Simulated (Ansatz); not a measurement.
**GaAs: a tetragonal deformation path**

Aim: for GaAs, follow a tetragonal deformation at fixed volume.

Program: Ansatz 0.2.0. Level of theory: DFT r2SCAN, scalar-relativistic, plane waves, PAW. These are calculated values, not measurements.

## Step 1: The starting structure

The structure is cubic, space group F-43m (No. 216). The conventional cell has a = 5.654 Å, b = 5.654 Å, c = 5.654 Å, α = 90.00°, β = 90.00°, γ = 90.00°. Around Ga (site symmetry -43m) lie 4 As at 2.45 Å. Around As (site symmetry -43m) lie 4 Ga at 2.45 Å.

As a file:

```cif
data_structure
_symmetry_space_group_name_H-M 'F-43m'
_symmetry_Int_Tables_number 216
_cell_length_a 5.6537
_cell_length_b 5.6537
_cell_length_c 5.6537
_cell_angle_alpha 90.000
_cell_angle_beta 90.000
_cell_angle_gamma 90.000
_cell_volume 180.72
loop_
_atom_site_label
_atom_site_type_symbol
_atom_site_symmetry_multiplicity
_atom_site_Wyckoff_symbol
_atom_site_fract_x
_atom_site_fract_y
_atom_site_fract_z
_atom_site_occupancy
Ga1 Ga 4 a 0.00000 0.00000 0.00000 1
As1 As 4 c 0.25000 0.25000 0.25000 1
```

No relaxation comes first: the listed cell is the starting point.

## Step 2: Zero of the scan

Contents of input.yaml:

```yaml
crystal:
  lattice:
    - [0.0, 2.82685, 2.82685]
    - [2.82685, 0.0, 2.82685]
    - [2.82685, 2.82685, 0.0]
  atoms:
    - { symbol: Ga, position: [0.0, 0.0, 0.0] }
    - { symbol: As, position: [0.75, 0.75, 0.75] }
basis:
  ecutwfc: 500
kpoints:
  mp_grid: { grid: [10, 10, 10] }
hamiltonian:
  xc: r2scan
scf:
  occupations: { method: gaussian, width: 0.05 }
output:
  forces: true
  stress: true
  eigenvalues: true
```

Started as:

```console
$ ansatz run input.yaml --threads 1 --pin off --max-ram 2560MiB --backend cpu --events-out ev --progress --plain --runs-dir out
```

Further runs follow: point ρ = 0.707; point ρ = 1.414; ρ = 0.850; point ρ = 1.200; ρ = 0.780; ρ = 1.300; point ρ = 0.920; point ρ = 1.100; point ρ = 0.650; ρ = 1.500; At ρ = 0.960; ρ = 1.050.

**Question.** What will these runs give? Wanted: highest point.

The runs gave:

```
     quantity                        value
highest point  618.0 meV/atom at ρ = 1.500
```

No sampled point lies below the undisturbed cell. No further minimum shows among the sampled points. The gap on the mesh, 1.02 eV at the start, reads zero at ρ = 0.650.
